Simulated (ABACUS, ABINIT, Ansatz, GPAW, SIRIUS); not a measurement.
**WS2: 6 runs at one level of theory**

```
W S
1.0
     1.57900    0.91164    6.16333
    -1.57900    0.91164    6.16333
     0.00000   -1.82327    6.16333
W S
1 2
Direct
  0.98702 0.01091 0.00837
  0.58570 0.58146 0.57252
  0.74750 0.73998 0.77082
```

Atoms were shifted at random by some hundredths of an Å from the given cell, which wasn't relaxed again for these runs.

Alike in all runs: task single point; functional PBEsol; k mesh 10 × 10 × 10; occupations fermi-dirac, width 0.05 eV; no spin polarisation; no spin-orbit coupling. Pressure is positive in compression and, in plane waves, holds the error of the finite cutoff, which Ansatz's Pulay term estimates and takes out.

| program and potentials | plane-wave cutoff (eV) | notes | band gap (eV) | pressure (GPa) | largest force (eV/Å) | energy over the undisturbed cell (meV/atom) |
| --- | --- | --- | --- | --- | --- | --- |
| Ansatz, Ansatz PAW | 420 | potentials made for PBE, which Ansatz adapts in part; Pulay term of +0.02 GPa included | 0.93 | -3.63 | 1.654 | 28.40 |
| GPAW, PAW data sets generated for this functional | 600 | - | 0.93 | -3.71 | 1.658 | - |
| SIRIUS, PseudoDojo 0.4.1 PBEsol standard (scalar relativistic) | 1030 | - | 0.93 | -3.64 | 1.653 | - |
| ABINIT, PseudoDojo NC SR PBEsol v0.4.1 standard | 1007 | - | 0.93 | -3.64 | 1.653 | - |
| ABACUS, PseudoDojo NC SR 0.4.1 PBEsol standard, plane waves | 1007 | - | ? | ? | ? | ? |
| Ansatz, all-electron LAPW, scalar-relativistic | - | - | 0.93 | -3.58 | 1.653 | - |

Question: Estimate from the other rows what the run with ABACUS, PseudoDojo NC SR 0.4.1 PBEsol standard, plane waves gave.

Answer: Band gap 0.93 eV; pressure -3.64 GPa; largest force 1.652 eV/Å; energy over the undisturbed cell 28.33 meV/atom. The other rows, which needn't bracket it: band gap 0.93; pressure -3.71 to -3.58; largest force 1.653 to 1.658; energy over the undisturbed cell 28.40.
